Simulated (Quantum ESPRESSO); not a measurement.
# C (Fd-3m) in Quantum ESPRESSO: convergence with wavefunction cutoff

Aim: find how far wavefunction cutoff must go before the results for C settle, at PBE. This setting moves, with any that are tied to it; all else stays.

Everything below comes from runs of Quantum ESPRESSO 7.5. Logs are shortened: lines on timing, memory, paths and dates and some standing lists are left out, and cuts for length are marked.

### 1 The structure

Symmetry: Fd-3m, No. 227, cubic system. Conventional cell: a = 3.567 Å, b = 3.567 Å, c = 3.567 Å, α = 90.00°, β = 90.00°, γ = 90.00°. C (site symmetry -43m) has 4 C at 1.54 Å as nearest neighbours.

This isn't the form of C at room conditions, which is graphite.

### 2 With wavefunction cutoff 14 Ry

Contents of pw.in:

```
&CONTROL
  calculation = 'scf'
  prefix = 'pwscf'
  outdir = './tmp'
  pseudo_dir = './pseudo'
  tprnfor = .true.
  tstress = .true.
  disk_io = 'nowf'
/
&SYSTEM
  ibrav = 0
  nat = 2
  ntyp = 1
  ecutwfc = 14
  ecutrho = 216
  nbnd = 9
  occupations = 'smearing'
  smearing = 'gaussian'
  degauss = 0.00734986
/
&ELECTRONS
  conv_thr = 4d-10
  electron_maxstep = 120
  mixing_beta = 0.5
/
ATOMIC_SPECIES
C     12.0110 C.GGA_PBE-JTH.UPF
CELL_PARAMETERS angstrom
   0.0000000000    1.7833700000    1.7833700000
   1.7833700000    0.0000000000    1.7833700000
   1.7833700000    1.7833700000    0.0000000000
ATOMIC_POSITIONS crystal
C      0.7500000000    0.7500000000    0.7500000000
C      0.5000000000    0.5000000000    0.5000000000
K_POINTS automatic
13 13 13 0 0 0
```

Potentials or basis: JTH 2.0 PBE.

Run with:

```bash
$ OMP_NUM_THREADS=1 pw.x -in pw.in > pw.out
```

pw.out:

```text
This program is part of the open-source Quantum ESPRESSO suite
     for quantum simulation of materials; please cite
         "P. Giannozzi et al., J. Phys.:Condens. Matter 21 395502 (2009);
         "P. Giannozzi et al., J. Phys.:Condens. Matter 29 465901 (2017);
         "P. Giannozzi et al., J. Chem. Phys. 152 154105 (2020);
     in publications or presentations arising from this work. More details at

     file C.GGA_PBE-JTH.UPF: wavefunction(s)  0S 2P 0P renormalized
     Message from routine setup:
     using ibrav=0 with symmetry is DISCOURAGED, use correct ibrav instead

     G-vector sticks info
     --------------------
     sticks:   dense  smooth     PW     G-vecs:    dense   smooth      PW
     Sum         349      85     37                 4111      537     169

     Using Slab Decomposition

     bravais-lattice index     =            0
     lattice parameter (alat)  =       4.7660  a.u.
     unit-cell volume          =      76.5510 (a.u.)^3
     number of atoms/cell      =            2
     number of atomic types    =            1
     number of electrons       =         8.00
     number of Kohn-Sham states=            9
     kinetic-energy cutoff     =      14.0000  Ry
     charge density cutoff     =     216.0000  Ry
     scf convergence threshold =      4.0E-10
     mixing beta               =       0.5000
     number of iterations used =            8  plain     mixing
     Exchange-correlation= SLA PW PBX PBC
                           (   1   4   3   4   0   0   0)

     celldm(1)=   4.766014  celldm(2)=   0.000000  celldm(3)=   0.000000
     celldm(4)=   0.000000  celldm(5)=   0.000000  celldm(6)=   0.000000

     crystal axes: (cart. coord. in units of alat)
               a(1) = (   0.000000   0.707107   0.707107 )
               a(2) = (   0.707107   0.000000   0.707107 )
               a(3) = (   0.707107   0.707107   0.000000 )

     reciprocal axes: (cart. coord. in units 2 pi/alat)
               b(1) = ( -0.707107  0.707107  0.707107 )
               b(2) = (  0.707107 -0.707107  0.707107 )
               b(3) = (  0.707107  0.707107 -0.707107 )

     PseudoPot. # 1 for C  read from file:
     C.GGA_PBE-JTH.UPF
     Pseudo is Projector augmented-wave + core cor, Zval =  4.0
     Generated using ATOMPAW code
     Shape of augmentation charge: SINC**2
     Using radial grid of  920 points,  4 beta functions with:
                l(1) =   0
                l(2) =   0
                l(3) =   1
                l(4) =   1
     Q(r) pseudized with 0 coefficients

     atomic species   valence    mass     pseudopotential
     C                 4.00    12.01100     C ( 1.00)

     48 Sym. Ops., with inversion, found (24 have fractional translation)

   Cartesian axes

     site n.     atom                  positions (alat units)
         1        C      tau(   1) = (   1.0606602   1.0606602   1.0606602  )
         2        C      tau(   2) = (   0.7071068   0.7071068   0.7071068  )

     number of k points=    84  Gaussian smearing, width (Ry)=  0.0073
                       cart. coord. in units 2pi/alat
        k(    1) = (   0.0000000   0.0000000   0.0000000), wk =   0.0009103
        k(    2) = (   0.0543928   0.0543928  -0.0543928), wk =   0.0072827
        k(    3) = (   0.1087857   0.1087857  -0.1087857), wk =   0.0072827
        k(    4) = (   0.1631785   0.1631785  -0.1631785), wk =   0.0072827
        k(    5) = (   0.2175713   0.2175713  -0.2175713), wk =   0.0072827
        k(    6) = (   0.2719641   0.2719641  -0.2719641), wk =   0.0072827
[... 76 lines left out ...]
        k(   83) = (   0.0000000  -0.4351426   0.6527140), wk =   0.0218480
        k(   84) = (  -0.0543928  -0.3807498   0.7071068), wk =   0.0218480

     Dense  grid:     4111 G-vectors     FFT dimensions: (  24,  24,  24)

     Smooth grid:      537 G-vectors     FFT dimensions: (  12,  12,  12)

     Check: negative core charge=   -0.000158

     Initial potential from superposition of free atoms

     starting charge       7.9999, renormalised to       8.0000
     Starting wfcs are   16 randomized atomic wfcs

     Self-consistent Calculation

     iteration #  1     ecut=    14.00 Ry     beta= 0.50
     Davidson diagonalization with overlap
     ethr =  1.00E-02,  avg # of iterations =  3.5

     total energy              =     -36.49264349 Ry
     estimated scf accuracy    <       0.09146642 Ry

     iteration #  2     ecut=    14.00 Ry     beta= 0.50
     Davidson diagonalization with overlap
     ethr =  1.14E-03,  avg # of iterations =  1.0

     total energy              =     -36.49049657 Ry
     estimated scf accuracy    <       0.01769339 Ry

     iteration #  3     ecut=    14.00 Ry     beta= 0.50
     Davidson diagonalization with overlap
     ethr =  2.21E-04,  avg # of iterations =  1.1

     total energy              =     -36.49096347 Ry
     estimated scf accuracy    <       0.00013899 Ry

     iteration #  4     ecut=    14.00 Ry     beta= 0.50
     Davidson diagonalization with overlap
     ethr =  1.74E-06,  avg # of iterations =  3.2

     total energy              =     -36.49097297 Ry
     estimated scf accuracy    <       0.00000088 Ry

     iteration #  5     ecut=    14.00 Ry     beta= 0.50
     Davidson diagonalization with overlap
     ethr =  1.11E-08,  avg # of iterations =  2.0

     total energy              =     -36.49097314 Ry
     estimated scf accuracy    <       0.00000006 Ry

     iteration #  6     ecut=    14.00 Ry     beta= 0.50
     Davidson diagonalization with overlap
     ethr =  8.03E-10,  avg # of iterations =  1.0

     total energy              =     -36.49097315 Ry
     estimated scf accuracy    <          6.6E-10 Ry

     iteration #  7     ecut=    14.00 Ry     beta= 0.50
     Davidson diagonalization with overlap
     ethr =  8.29E-12,  avg # of iterations =  1.6

     End of self-consistent calculation

          k = 0.0000 0.0000 0.0000 (    65 PWs)   bands (ev):

    -8.2901  14.3516  14.3516  14.3516  19.5586  19.5586  19.5586  26.2226
    32.5397

          k = 0.0544 0.0544-0.0544 (    62 PWs)   bands (ev):

    -8.1212  13.1947  14.0716  14.0716  20.1116  20.1116  20.3473  26.5034
    32.8953

          k = 0.1088 0.1088-0.1088 (    62 PWs)   bands (ev):

    -7.6211  10.7808  13.4494  13.4494  20.9520  20.9520  21.1527  27.3157
    33.7249

          k = 0.1632 0.1632-0.1632 (    65 PWs)   bands (ev):

    -6.8042   7.6702  12.7877  12.7877  21.5628  21.7553  21.7553  28.3109
    34.2449

          k = 0.2176 0.2176-0.2176 (    65 PWs)   bands (ev):

    -5.6679   4.9930  12.2530  12.2530  21.7557  22.2943  22.2943  29.3031
    34.4863

          k = 0.2720 0.2720-0.2720 (    73 PWs)   bands (ev):

    -4.2852   2.4631  11.3787  11.3787  21.8576  22.3680  22.3680  29.2323
    34.9283
[... 371 lines left out ...]
          k = 0.0000-0.3264 0.5439 (    65 PWs)   bands (ev):

    -1.2178   3.2123   5.1748   8.2335  23.1075  24.1465  26.1286  29.2196
    32.9255

          k =-0.0544-0.4895 0.7071 (    66 PWs)   bands (ev):

     0.0219   2.1276   6.1647   6.6077  21.3019  21.7779  28.2999  29.9451
    35.9512

          k = 0.0000-0.4351 0.6527 (    67 PWs)   bands (ev):

     0.8421   1.5716   5.0470   6.8006  21.9502  24.1671  27.5927  28.1113
    34.8614

          k =-0.0544-0.3807 0.7071 (    68 PWs)   bands (ev):

     0.5269   2.0422   5.1487   6.1598  24.2740  24.2996  25.7964  27.4372
    34.8647

     the Fermi energy is    16.1996 ev

!    total energy              =     -36.49097315 Ry
     total all-electron energy =       -36.490973 Ry
     estimated scf accuracy    <          3.4E-11 Ry
     smearing contrib. (-TS)   =      -0.00000000 Ry
     internal energy E=F+TS    =     -36.49097315 Ry

     The total energy is F=E-TS. E is the sum of the following terms:
     one-electron contribution =       8.91310969 Ry
     hartree contribution      =       1.80391640 Ry
     xc contribution           =      -9.01431209 Ry
     ewald contribution        =     -25.57468853 Ry
     one-center paw contrib.   =     -12.61899862 Ry

     convergence has been achieved in   7 iterations

     Forces acting on atoms (cartesian axes, Ry/au):

     atom    1 type  1   force =     0.00000000    0.00000000    0.00000000
     atom    2 type  1   force =     0.00000000    0.00000000    0.00000000

     Total force =     0.000000     Total SCF correction =     0.000000

     Computing stress (Cartesian axis) and pressure

          total   stress  (Ry/bohr**3)                   (kbar)     P=    -1340.23
  -0.00911069   0.00000000   0.00000000        -1340.23        0.00        0.00
   0.00000000  -0.00911069   0.00000000            0.00    -1340.23        0.00
   0.00000000   0.00000000  -0.00911069            0.00        0.00    -1340.23

=------------------------------------------------------------------------------=
   JOB DONE.
=------------------------------------------------------------------------------=
```

Wall time 1.6 s (1 thread of Intel Xeon at 2.70GHz, shared host); peak memory 0.05 GiB.

What came out:

* Free energy: -496.4850 eV
* Band gap on the k mesh: 3.29 eV, indirect (least direct gap 5.21 eV)

### 3 With wavefunction cutoff 18 Ry

pw.in: that of step 2 with these lines changed.

```diff
@@ -13,3 +13,3 @@
   ntyp = 1
-  ecutwfc = 14
+  ecutwfc = 18
   ecutrho = 216
```

Potentials or basis: JTH 2.0 PBE.

Run with:

```bash
$ OMP_NUM_THREADS=1 pw.x -in pw.in > pw.out
```

Wall time 1.9 s (1 thread of Intel Xeon at 2.70GHz, shared host); peak memory 0.05 GiB.

Results:

```yaml
Free_energy: -500.2973 eV
Band_gap_on_the_k_mesh: 4.23 eV, indirect (least direct gap 5.86 eV)
```

### 4 With wavefunction cutoff 22 Ry

pw.in: that of step 3 with these lines changed.

```diff
@@ -13,3 +13,3 @@
   ntyp = 1
-  ecutwfc = 18
+  ecutwfc = 22
   ecutrho = 216
```

Run with:

```bash
$ OMP_NUM_THREADS=1 pw.x -in pw.in > pw.out
```

Run time: 3 s. Hardware: 1 thread of Intel Xeon at 2.70GHz, shared host; peak memory 0.05 GiB.

Results:

```yaml
Free_energy: -501.2841 eV
Band_gap_on_the_k_mesh: 4.11 eV, indirect (least direct gap 5.59 eV)
```

### 5 With wavefunction cutoff 25 Ry

pw.in: that of step 4 with these lines changed.

```diff
@@ -13,3 +13,3 @@
   ntyp = 1
-  ecutwfc = 22
+  ecutwfc = 25
   ecutrho = 216
```

Run with:

```bash
$ OMP_NUM_THREADS=1 pw.x -in pw.in > pw.out
```

Run time: 2.6 s. Hardware: 1 thread of Intel Xeon at 2.70GHz, shared host; peak memory 0.05 GiB.

What came out:

```yaml
Free_energy: -501.5048 eV
Band_gap_on_the_k_mesh: 4.15 eV, indirect (least direct gap 5.60 eV)
```

### 6 With wavefunction cutoff 29 Ry

pw.in: that of step 5 with these lines changed.

```diff
@@ -13,4 +13,4 @@
   ntyp = 1
-  ecutwfc = 25
-  ecutrho = 216
+  ecutwfc = 29
+  ecutrho = 232
   nbnd = 9
```

Potentials or basis: JTH 2.0 PBE.

Run with:

```bash
$ OMP_NUM_THREADS=1 pw.x -in pw.in > pw.out
```

It took 3 s on 1 thread of Intel Xeon at 2.70GHz, shared host; peak memory 0.05 GiB.

It converged, with:

```yaml
Free_energy: -501.6027 eV
Band_gap_on_the_k_mesh: 4.14 eV, indirect (least direct gap 5.59 eV)
```

### 7 With wavefunction cutoff 32 Ry

pw.in: that of step 6 with these lines changed.

```diff
@@ -13,4 +13,4 @@
   ntyp = 1
-  ecutwfc = 29
-  ecutrho = 232
+  ecutwfc = 32
+  ecutrho = 256
   nbnd = 9
```

Run with:

```bash
$ OMP_NUM_THREADS=1 pw.x -in pw.in > pw.out
```

Run time: 2.9 s. Hardware: 1 thread of Intel Xeon at 2.70GHz, shared host; peak memory 0.05 GiB.

It converged, with:

| Quantity | Value |
| --- | --- |
| Free energy | -501.6266 eV |
| Band gap on the k mesh | 4.14 eV, indirect (least direct gap 5.60 eV) |

### 8 With wavefunction cutoff 36 Ry

pw.in: that of step 7 with these lines changed.

```diff
@@ -13,4 +13,4 @@
   ntyp = 1
-  ecutwfc = 32
-  ecutrho = 256
+  ecutwfc = 36
+  ecutrho = 288
   nbnd = 9
```

Run with:

```bash
$ OMP_NUM_THREADS=1 pw.x -in pw.in > pw.out
```

Wall time 2.9 s (1 thread of Intel Xeon at 2.70GHz, shared host); peak memory 0.05 GiB.

It converged, with:

| Item | Value |
| --- | --- |
| Free energy | -501.6393 eV |
| Band gap on the k mesh | 4.14 eV, indirect (least direct gap 5.60 eV) |

### 9 With wavefunction cutoff 43 Ry

pw.in: that of step 8 with these lines changed.

```diff
@@ -13,4 +13,4 @@
   ntyp = 1
-  ecutwfc = 36
-  ecutrho = 288
+  ecutwfc = 43
+  ecutrho = 344
   nbnd = 9
```

Potentials or basis: JTH 2.0 PBE.

Run with:

```bash
$ OMP_NUM_THREADS=1 pw.x -in pw.in > pw.out
```

Run time: 3.2 s. Hardware: 1 thread of Intel Xeon at 2.70GHz, shared host; peak memory 0.05 GiB.

The run converged. Its results:

| Item | Value |
| --- | --- |
| Free energy | -501.6469 eV |
| Band gap on the k mesh | 4.14 eV, indirect (least direct gap 5.60 eV) |

### 10 With wavefunction cutoff 54 Ry

pw.in: that of step 9 with these lines changed.

```diff
@@ -13,4 +13,4 @@
   ntyp = 1
-  ecutwfc = 43
-  ecutrho = 344
+  ecutwfc = 54
+  ecutrho = 432
   nbnd = 9
```

Run with:

```bash
$ OMP_NUM_THREADS=1 pw.x -in pw.in > pw.out
```

It took 5.7 s on 1 thread of Intel Xeon at 2.70GHz, shared host; peak memory 0.05 GiB.

Results (log left out):

```yaml
Free_energy: -501.6502 eV
Pressure: 0.6 GPa
Band_gap_on_the_k_mesh: 4.14 eV, indirect (least direct gap 5.60 eV)
```

### 11 Summary

| wavefunction cutoff | energy less the tightest run, at zero smearing (meV/atom) | gap on the mesh (eV) | SCF cycles | CPU time (s) | peak memory (GiB) |
| --- | --- | --- | --- | --- | --- |
| 14 Ry | 2582.59 | 3.293 | 7 | 1.6 | 0.05 |
| 18 Ry | 676.44 | 4.234 | 7 | 1.9 | 0.05 |
| 22 Ry | 183.03 | 4.108 | 7 | 3 | 0.05 |
| 25 Ry | 72.68 | 4.154 | 7 | 2.6 | 0.05 |
| 29 Ry | 23.75 | 4.136 | 7 | 3 | 0.05 |
| 32 Ry | 11.76 | 4.143 | 7 | 2.9 | 0.05 |
| 36 Ry | 5.44 | 4.143 | 7 | 2.9 | 0.05 |
| 43 Ry | 1.64 | 4.144 | 8 | 3.2 | 0.05 |
| 54 Ry | 0.00 | 4.144 | 8 | 5.6 | 0.05 |

Against the tightest run, the gap on the mesh stays within 0.01 eV from 25 Ry on. Not settled before the last step: the energy (to 1 meV/atom). The tightest run that finished is the yardstick and may itself not be fully converged.

Caveats: an odd mesh through Γ misses points on the zone boundary, where band edges often lie.
